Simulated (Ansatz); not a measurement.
**Residual resistivity of an alloy: Al(111) with 4 layers of random Al-W, 2x2**

Wanted: resistance against the alloy's length, first Al(111) with 4 layers of random Al-W, 2x2.

Calculated with Ansatz 0.2.0; Ansatz plane-wave DFT, PBE, PAW files; ballistic transport by layer matching (Landauer), zero bias; PAW set soft_1.

Most raw output is cut from this account.

## (1) Starting point

The cell holds 40 atoms: 32 Al and 8 W. Cell: a = 5.725 Å, b = 5.725 Å, c = 23.429 Å, α = 93.5°, β = 86.5°, γ = 120.0°. It derives from Al. Regions: lead, 24 atoms (24 Al); scattering region, 16 atoms (8 W and 8 Al). The structure is stacked along c, and the current runs across the ab planes.

## (2) With 4 alloy layers

In 4 layers a share of 0.5 of the sites is given to W at random. The layers about the cell's end stay perfect and serve as the lead. Disorder leaves little or no symmetry, which makes such runs dear. Energies from -0.05 to 0.05 eV in steps of 0.05 eV are too few for the program's thermal sum, so it prints no conductance; for a metal the transmission near the Fermi level serves, at a fraction of the cost.

input.yaml

```yaml
crystal:
  lattice:
    - [5.7246940741, 0.0, 0.0]
    - [-2.862347037, 4.957730497, 0.0]
    - [1.4311735185, -0.8262884162, 23.3709656917]
  atoms:
    - { symbol: Al, position: [0.9916666667, 0.0083333333, 0.05] }
    - { symbol: Al, position: [0.9916666667, 0.5083333333, 0.05] }
    - { symbol: Al, position: [0.4916666667, 0.0083333333, 0.05] }
    - { symbol: Al, position: [0.4916666667, 0.5083333333, 0.05] }
    - { symbol: Al, position: [0.1416666667, 0.3583333333, 0.15] }
    - { symbol: Al, position: [0.1416666667, 0.8583333333, 0.15] }
    - { symbol: Al, position: [0.6416666667, 0.3583333333, 0.15] }
    - { symbol: Al, position: [0.6416666667, 0.8583333333, 0.15] }
[... 28 atom lines left out ...]
    - { symbol: Al, position: [0.8416666667, 0.1583333333, 0.95] }
    - { symbol: Al, position: [0.8416666667, 0.6583333333, 0.95] }
    - { symbol: Al, position: [0.3416666667, 0.1583333333, 0.95] }
    - { symbol: Al, position: [0.3416666667, 0.6583333333, 0.95] }
kpoints:
  mp_grid: { grid: [5, 5, 1] }
hamiltonian:
  xc: pbe
  pseudopotentials: { kind: paw, azcp: { folder: soft_1 } }
scf:
  occupations: { method: fermi_dirac, width: 0.1 }
output:
  transmission:
    leads: [[0, 4]]
    kmesh: [10, 10]
    e_range: [-0.05, 0.05]
    de: 0.05
  write_potential: true
  write_density: true
  volumetric_format: npy
```

Started as:

```
$ ansatz run input.yaml --threads 4 --pin off --max-ram 15360MiB --backend cpu --events-out ev --progress --plain --runs-dir out
```

Run time: 6 min. Hardware: 4 threads of Arm Neoverse V2, shared host; peak memory 2.4 GiB.

This step gave:

| Quantity | Value |
| --- | --- |
| free energy | -100286.1837 eV |
| energy at zero smearing | -100285.8361 eV |
| Fermi energy | 10.51 eV |
| cell area | 28.38 Å² |
| transmission per spin nearest the Fermi level | 1.613 |
| open channels per spin nearest the Fermi level | 5.59 |
| step of the lead's potential | 36.1 meV |

Per spin. The transmission, zone mean by energy, zero at the Fermi level:

```csv
energy (eV),"transmission, zone mean"
-0.0500,1.58
0.0000,1.61
0.0500,1.65
```

Per spin. Table of open channels, zone mean, lead by energy, zero at the Fermi level:

```csv
energy (eV),"open channels, zone mean, lead"
-0.0500,5.29
0.0000,5.59
0.0500,5.59
```

Transmission over k1 and k2. At 0.0000 eV from the Fermi level.

Ten even steps from '_' (0.67) to '@' (2.46):
```
**@@**++**==++__++==
--####==--==++::--==
::++**++++++**++--..
--##++==**++++++++==
--**++****##****++**
--==++++++++**==++##
::..--++**++++++**++
--==--::++==--==####
**==++__++==**++**@@
@@@@==::++--++::==@@
```
Columns: k1 (b1) from -0.5 to 0.4; rows upwards: k2 (b2) from -0.5 to 0.4.

Open channels over k1 and k2. At 0.0000 eV from the Fermi level.

Values, 10 rows by 10 columns:
```
5.00 6.00 6.00 8.00 6.00 6.00 5.00 3.00 4.00 3.00
4.00 6.00 5.00 7.00 7.00 5.00 6.00 4.00 4.00 4.00
4.00 8.00 7.00 7.00 7.00 7.00 7.00 8.00 4.00 3.00
5.00 6.00 7.00 7.00 6.00 6.00 7.00 7.00 6.00 5.00
4.00 6.00 5.00 7.00 6.00 7.00 6.00 7.00 5.00 6.00
5.00 5.00 6.00 7.00 7.00 6.00 6.00 7.00 7.00 6.00
4.00 3.00 4.00 8.00 7.00 7.00 7.00 7.00 7.00 8.00
4.00 4.00 4.00 4.00 6.00 5.00 7.00 7.00 5.00 6.00
5.00 3.00 4.00 3.00 5.00 6.00 6.00 8.00 6.00 6.00
4.00 5.00 4.00 4.00 5.00 4.00 5.00 4.00 4.00 5.00
```
Columns: k1 (b1) from -0.5 to 0.4; rows upwards: k2 (b2) from -0.5 to 0.4.

Over the solved energies the transmission per spin lies between 1.58 and 1.65, out of 5.49 channels of the lead on average (up to 5.59). The log calls the step of a lead's potential too much.

## (3) With 8 alloy layers

In 8 layers a share of 0.5 of the sites is given to W at random. A fresh draw is used; the growth of the resistance with length is what counts.

System of this step: Al(111) with 8 layers of random Al-W, 2x2. The cell holds 56 atoms: 40 Al and 16 W. Its edges and angles: a = 5.725 Å, b = 5.725 Å, c = 32.761 Å, α = 87.5°, β = 92.5°, γ = 120.0°. It derives from Al. Regions: lead, 24 atoms (24 Al); scattering region, 32 atoms (16 Al and 16 W). The structure is stacked along c, and the current runs across the ab planes.

input.yaml

```yaml
crystal:
  lattice:
    - [5.7246940741, 0.0, 0.0]
    - [-2.862347037, 4.957730497, 0.0]
    - [-1.4311735185, 0.8262884162, 32.7193519684]
  atoms:
    - { symbol: Al, position: [0.005952381, 0.994047619, 0.0357142857] }
    - { symbol: Al, position: [0.005952381, 0.494047619, 0.0357142857] }
    - { symbol: Al, position: [0.505952381, 0.994047619, 0.0357142857] }
    - { symbol: Al, position: [0.505952381, 0.494047619, 0.0357142857] }
    - { symbol: Al, position: [0.1845238095, 0.3154761905, 0.1071428571] }
    - { symbol: Al, position: [0.1845238095, 0.8154761905, 0.1071428571] }
    - { symbol: Al, position: [0.6845238095, 0.3154761905, 0.1071428571] }
    - { symbol: Al, position: [0.6845238095, 0.8154761905, 0.1071428571] }
[... 44 atom lines left out ...]
    - { symbol: Al, position: [0.3273809524, 0.1726190476, 0.9642857143] }
    - { symbol: Al, position: [0.3273809524, 0.6726190476, 0.9642857143] }
    - { symbol: Al, position: [0.8273809524, 0.1726190476, 0.9642857143] }
    - { symbol: Al, position: [0.8273809524, 0.6726190476, 0.9642857143] }
kpoints:
  mp_grid: { grid: [5, 5, 1] }
hamiltonian:
  xc: pbe
  pseudopotentials: { kind: paw, azcp: { folder: soft_1 } }
scf:
  occupations: { method: fermi_dirac, width: 0.1 }
output:
  transmission:
    leads: [[0, 4]]
    kmesh: [10, 10]
    e_range: [-0.05, 0.05]
    de: 0.05
  write_potential: true
  write_density: true
  volumetric_format: npy
```

Run time: 9.1 min. Hardware: 4 threads; peak memory 4.8 GiB.

This step gave:

- free energy: -187671.6509 eV
- energy at zero smearing: -187671.1328 eV
- Fermi energy: 11.62 eV
- transmission per spin nearest the Fermi level: 1.093
- step of the lead's potential: 28 meV

Per spin. The transmission, zone mean by energy, zero at the Fermi level:

| energy (eV) | transmission, zone mean |
| --- | --- |
| -0.0500 | 1.03 |
| 0.0000 | 1.09 |
| 0.0500 | 1.10 |

Over the solved energies the transmission per spin lies between 1.03 and 1.10, out of 5.53 channels of the lead on average (up to 5.59). The log calls the step of a lead's potential too much.

## (4) With 12 alloy layers

In 12 layers a share of 0.5 of the sites is given to W at random. A fresh draw is used; the growth of the resistance with length is what counts.

System of this step: Al(111) with 12 layers of random Al-W, 2x2. The cell holds 72 atoms: 48 Al and 24 W. Cell: a = 5.725 Å, b = 5.725 Å, c = 42.068 Å, α = 90.0°, β = 90.0°, γ = 120.0°. It derives from Al. Regions: lead, 24 atoms (24 Al); scattering region, 48 atoms (24 W and 24 Al). The structure is stacked along c, and the current runs across the ab planes.

input.yaml

```yaml
crystal:
  lattice:
    - [5.7246940741, 0.0, 0.0]
    - [-2.862347037, 4.957730497, 0.0]
    - [0.0, 0.0, 42.0677382451]
  atoms:
    - { symbol: Al, position: [0.0, 0.0, 0.0277777778] }
    - { symbol: Al, position: [0.0, 0.5, 0.0277777778] }
    - { symbol: Al, position: [0.5, 0.0, 0.0277777778] }
    - { symbol: Al, position: [0.5, 0.5, 0.0277777778] }
    - { symbol: Al, position: [0.1666666667, 0.3333333333, 0.0833333333] }
    - { symbol: Al, position: [0.1666666667, 0.8333333333, 0.0833333333] }
    - { symbol: Al, position: [0.6666666667, 0.3333333333, 0.0833333333] }
    - { symbol: Al, position: [0.6666666667, 0.8333333333, 0.0833333333] }
[... 60 atom lines left out ...]
    - { symbol: Al, position: [0.3333333333, 0.1666666667, 0.9722222222] }
    - { symbol: Al, position: [0.3333333333, 0.6666666667, 0.9722222222] }
    - { symbol: Al, position: [0.8333333333, 0.1666666667, 0.9722222222] }
    - { symbol: Al, position: [0.8333333333, 0.6666666667, 0.9722222222] }
kpoints:
  mp_grid: { grid: [5, 5, 1] }
hamiltonian:
  xc: pbe
  pseudopotentials: { kind: paw, azcp: { folder: soft_1 } }
scf:
  occupations: { method: fermi_dirac, width: 0.1 }
output:
  transmission:
    leads: [[0, 4]]
    kmesh: [10, 10]
    e_range: [-0.05, 0.05]
    de: 0.05
  write_potential: true
  write_density: true
  volumetric_format: npy
```

Elapsed: 14 min, on 4 threads; peak memory 7.9 GiB; 55 min of CPU time.

This step gave:

- free energy: -275056.5804 eV
- energy at zero smearing: -275055.8632 eV
- Fermi energy: 12.22 eV
- transmission per spin nearest the Fermi level: 0.7682
- step of the lead's potential: 30 meV

Per spin. Transmission, zone mean against energy, zero at the Fermi level:

```
energy (eV)  transmission, zone mean
    -0.0500                    0.732
     0.0000                    0.768
     0.0500                    0.822
```

Over the solved energies the transmission per spin lies between 0.732 and 0.822, out of 5.48 channels of the lead on average (up to 5.59). The log calls the step of a lead's potential too much.

## (5) Resistance against length

This step: Ansatz plane-wave DFT, PBE, PAW files; ballistic transport by layer matching (Landauer), zero bias; residual resistivity from the slope of the area resistance, atoms on the host's lattice; PAW set soft_1 (Ansatz 0.2.0).

This step gave:

- resistivity: 131.6 µΩ cm
- intercept: 0.3425 fΩ m²
- scatter about the fit: 0.04313 fΩ m²

Resistance, by row:

| run | length (Å) | T | channels N | RA (fΩ m²) |
| --- | --- | --- | --- | --- |
| n4 | 9.348 | 1.614 | 5.49 | 1.603 |
| n8 | 18.7 | 1.076 | 5.53 | 2.741 |
| n12 | 28.05 | 0.7741 | 5.477 | 4.063 |

The area resistance by length of the alloy:

```csv
length of the alloy (Å),area resistance (fΩ m²)
9.35,1.60
18.70,2.74
28.05,4.06
```

The area resistance goes from 1.6 to 4.1 fΩ m² between 9.3 and 28.0 Å, a slope of 132 µΩ cm.

By hand from the end points: (4.063 − 1.603) fΩ m² / (28.05 − 9.35) Å = 132 µΩ cm, since 1 fΩ m² per Å is 1000 µΩ cm.

## (6) Outcome

| Property | Result |
| --- | --- |
| resistivity from the slope | 132 µΩ cm |
| area resistance over 9.35 Å | 1.60 fΩ m² |
| area resistance over 18.7 Å | 2.74 fΩ m² |
| area resistance over 28.0 Å | 4.06 fΩ m² |

In words: The slope gives 132 µΩ cm. The points scatter by 0.043 fΩ m² about the line, with one random draw a length in a 2x2 cell, so the slope is a rough value. Read with a model of isotropic scattering on a spherical Fermi surface and the lead's 1.5×10¹⁵ S/m², this slope means a mean free path near 3.8 Å (a rough figure, since the alloy's own channel count differs); over these lengths the model's slope is within 3 % of its bulk resistivity, though a free path of a few ångströms strains the picture. The atoms sit on the host's lattice, so scattering by size misfit is left out. With 50 % of W, whose own structure is another, this is a hypothetical phase. Spin-orbit coupling is left out, which matters for W. A lead's potential steps by up to 36 meV from period to period, which the log calls too much, so longer leads could move the result.

[Logs are printed without paths, hosts, clocks, repeated set-up lines and the standing remarks that a program may print on its own settings, such as how far it seeks lower states.]

[Hosts, paths, dates, database ids (printed as entryN), source tags and the programs' standing remarks are cut or masked in the printed files.]
